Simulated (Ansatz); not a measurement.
Input and command of a calculation in Ansatz (plane waves; scalar-relativistic PAW potentials unless the input names others):

```yaml
crystal:
  lattice:
    - [4.1784078264, 0.0, 0.0]
    - [-2.0892039132, 3.618607325, 0.0]
    - [0.0, 0.0, 6.6165074141]
  atoms:
    - { symbol: Cd, position: [0.0, 0.0, 0.0] }
    - { symbol: I, position: [0.3333333333, 0.6666666667, 0.2623132376] }
    - { symbol: I, position: [0.6666666667, 0.3333333333, 0.7376867624] }
basis:
  ecutwfc: 420
kpoints:
  mp_grid: { grid: [6, 6, 4] }
hamiltonian:
  xc: pbe
  dispersion: d3bj
scf:
  occupations: { method: tetrahedron_uncorrected }
  mixing: { algorithm: broyden, beta: 0.05 }
output:
  forces: true
  eigenvalues: true
  stress: true
```

```bash
ansatz run input.yaml --threads 1 --pin off --max-ram 2560MiB --backend cpu --events-out ev --progress --plain --runs-dir out
```

Abridged log:
```
band count auto-derived: 34 (N_el = 54.0; filled up to band 27; 33 by the electrons, moments and atoms)
Pseudopotentials: kind: paw
Pseudopotential: Cd, paw, valence charge 20, recommended cutoff 420 eV (normal)
Pseudopotential: I, paw, valence charge 17, recommended cutoff 420 eV (normal)
Functional definition: PBE
Crystal: 3 atoms, lattice volume = 100.042 Å³
Basis set: ecut = 420 eV, 1925 PW (Γ), exchange–correlation on 60×60×90 points (8 copies of the dense FFT grid, shifted against one another)
Bands: 34, of which v1, the nominal top of the filled ones, is band 27 counted from 1 (26 counted from 0)
Symmetry: 12 space group operations
Space group: P-3m1 (ITA 164), of the structure as read, at distance tolerance 4.6e-5 Å
k-points: 24 of 144
Initial density: superposition of atomic densities (neutral atoms: chi_scale 0, normalization atom), corrected by the library's trained network
Initial wavefunctions: pseudopotential atomic-orbital guess
Functional: x = pbe(κ = 0.804, μ = 0.21951497), c = pbe(β = 0.06672455)
SCF iter   1: F=—  HF=-23282.964548 eV  |F-HF|=—  |Δ(HF+E_count)|=         —  Δρ=6.21e-4  dr2=3.57e-4  ethr=1.77e-3  ⟨swp⟩=8.2  Hψ=3932  notcnv=0
SCF iter   2: F=—  HF=-23282.964554 eV  |F-HF|=—  |Δ(HF+E_count)|=   5.39e-6  Δρ=5.99e-4  dr2=6.27e-4  ethr=6.61e-7  ⟨swp⟩=3.6  Hψ=2276  notcnv=0  defer=40  κ⁻¹=1.0e0(r=1)
SCF iter   3: F=—  HF=-23282.964548 eV  |F-HF|=—  |Δ(HF+E_count)|=   5.85e-6  Δρ=6.02e-4  dr2=6.36e-4  ethr=6.61e-7  ⟨swp⟩=1.0  Hψ=775  notcnv=0  defer=40  κ⁻¹=6.9e-5(r=2)
SCF iter   4: F=—  HF=-23282.964734 eV  |F-HF|=—  |Δ(HF+E_count)|=   1.86e-4  Δρ=2.50e-4  dr2=4.96e-5  ethr=6.61e-7  ⟨swp⟩=3.4  Hψ=1599  notcnv=0  defer=40  κ⁻¹=2.2e-7(r=3)
SCF iter   5: F=—  HF=-23282.964771 eV  |F-HF|=—  |Δ(HF+E_count)|=   3.71e-5  Δρ=2.30e-4  dr2=4.66e-5  ethr=9.18e-8  ⟨swp⟩=2.0  Hψ=893  notcnv=0  defer=41  κ⁻¹=2.2e-7(r=4)
SCF iter   6: F=—  HF=-23282.964827 eV  |F-HF|=—  |Δ(HF+E_count)|=   5.64e-5  Δρ=8.70e-5  dr2=4.99e-6  ethr=8.63e-8  ⟨swp⟩=3.7  Hψ=1608  notcnv=0  defer=41  κ⁻¹=2.1e-7(r=5)
SCF iter   7: F=—  HF=-23282.964826 eV  |F-HF|=—  |Δ(HF+E_count)|=   9.06e-7  Δρ=7.24e-5  dr2=3.27e-6  ethr=9.25e-9  ⟨swp⟩=2.7  Hψ=934  notcnv=0  defer=41  κ⁻¹=2.1e-7(r=6)
SCF iter   8: F=—  HF=-23282.964833 eV  |F-HF|=—  |Δ(HF+E_count)|=   6.55e-6  Δρ=4.35e-5  dr2=3.74e-6  ethr=6.05e-9  ⟨swp⟩=3.9  Hψ=1626  notcnv=0  defer=41  κ⁻¹=1.4e-7(r=7)
SCF iter   9: F=—  HF=-23282.964834 eV  |F-HF|=—  |Δ(HF+E_count)|=   7.14e-7  Δρ=1.97e-5  dr2=3.00e-7  ethr=6.05e-9  ⟨swp⟩=3.7  Hψ=1515  notcnv=0  defer=41  κ⁻¹=1.2e-7(r=8)
SCF iter  10: F=-23282.964834 eV  HF=-23282.964834 eV  |F-HF|=1.14e-8  |Δ(HF+E_count)|=   3.78e-7  Δρ=7.97e-6  dr2=4.93e-8  ethr=1.85e-10  ⟨swp⟩=5.9  Hψ=4340  notcnv=0
SCF 1 converged in 10 iterations: F = -23282.964834 eV  dr2 = 4.93e-8
SCF converged after 10 iterations
Stability not checked: this state was not tested for a lower state beside it, because the mixer in use, unlike msr1, does not test its closes by its own steps (another_mixer; see scf.mixing.algorithm and scf.lower_state_search)
Free energy (F): -23282.964834 eV
Harris-Foulkes:  -23282.964834 eV  (|F-HF|=1.14e-8)
Internal energy: -23282.964834 eV  (E = F + TS)
E sigma→0 (E₀):  -23282.964834 eV
Fermi energy:    7.231787 eV
  E_disp       = -1.070090  (pairwise vdW)
--- Forces (eV/Å), atoms counted from 1 ---
  atom   1  Cd     0.00000000     0.00000000     0.00000000
  atom   2  I      0.00000000     0.00000000    -0.00090825
  atom   3  I      0.00000000     0.00000000     0.00090825
--- Stress (GPa, compression-positive) ---
        1.385458       0.000000       0.000000
        0.000000       1.385458       0.000000
        0.000000       0.000000       1.270626
  P = ⅓ Tr σ = 1.3472 GPa (13.472 kbar)
```

Apart from outputs, empty bands and the relaxation, which only the reference makes, the input differs from a reference run on usual settings in scf.mixing.algorithm: not typed → "broyden"; scf.mixing.beta: not typed → 0.05; scf.occupations.width: 0.02 → not typed; scf.occupations.method: "gaussian" → "tetrahedron_uncorrected". The reference, at the same geometry, ended its own course with pressure 1.35 GPa, largest force 0.001 eV/Å, gap on the mesh 2.31 eV. This run converged in 10 SCF iterations with an energy at zero smearing within 0.01 meV/atom of the reference's, pressure 1.35 GPa, largest force 0.001 eV/Å, gap on the mesh 2.31 eV.

Time: 4.2 s on 1 thread of Intel(R) Xeon(R) Platinum 8375C CPU @ 2.90GHz (Ice Lake) (shared host), peak memory 0.44 GiB.